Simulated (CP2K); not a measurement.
ZnS under changes of volume

One of the cells (19.727 Å³/atom); the others are scaled copies at fixed shape and fractional positions:

```xyz
2
Lattice="3.8212 0.0000 0.0000 1.9106 3.3093 0.0000 1.9106 1.1031 3.1200" Properties=species:S:1:pos:R:3 pbc="T T T"
Zn    5.7318    3.3093    2.3400
S     0.0000    0.0000    0.0000
```

| Quantity | Value |
| --- | --- |
| Program | CP2K 2026.2 |
| Functional | PBEsol |
| Potentials or basis | POTENTIAL_UZH Zn GTH-PBE-q12, S GTH-PBE-q6; TZVP-MOLOPT-PBE-GTH basis |
| Density cutoff | 6123 eV |
| k mesh | 9 × 9 × 9 |
| Occupations | fermi-dirac, width 0.01 eV |
| Spin | no spin polarisation |

| volume (Å³/atom) | energy over the lowest point (meV/atom) | pressure (GPa) | gap on the mesh (eV) |
| --- | --- | --- | --- |
| 18.543 | 11.71 | 3.9 | 2.16 |
| 18.938 | 2.74 | 2.0 | 2.07 |
| 19.332 | 0.00 | 0.3 | 1.98 |
| 19.727 | 1.31 | -1.3 | 1.90 |
| 20.121 | 6.23 | -2.7 | 1.81 |
| 20.516 | ? | ? | ? |
| 20.910 | 25.47 | -5.0 | 1.65 |

Task: What does the run at 20.516 Å³/atom give?

Result: Energy over the lowest point 14.40 meV/atom; pressure -3.9 GPa; gap on the mesh 1.73 eV.

Worked out: A Birch-Murnaghan fit of order 3 (a polynomial in V^(-2/3)) to the other rows has its minimum at 19.40 Å³/atom with B0 = V·E''(V) = 88 GPa (rough, since the energies scatter). It gives 14.66 meV/atom at 20.516 Å³/atom, against the run's 14.40, and -dE/dV = -3.9 GPa, against -3.9. A straight line through the other rows of the gap, of slope -4.25 eV per unit of ln V (its deformation potential), gives 1.73 eV, against the run's 1.73.

Energies are extrapolated to zero smearing.

Caveats: the potentials were made for another functional, which shifts forces and pressure; the basis of atomic orbitals isn't converged, which shifts pressures, moduli and gaps.
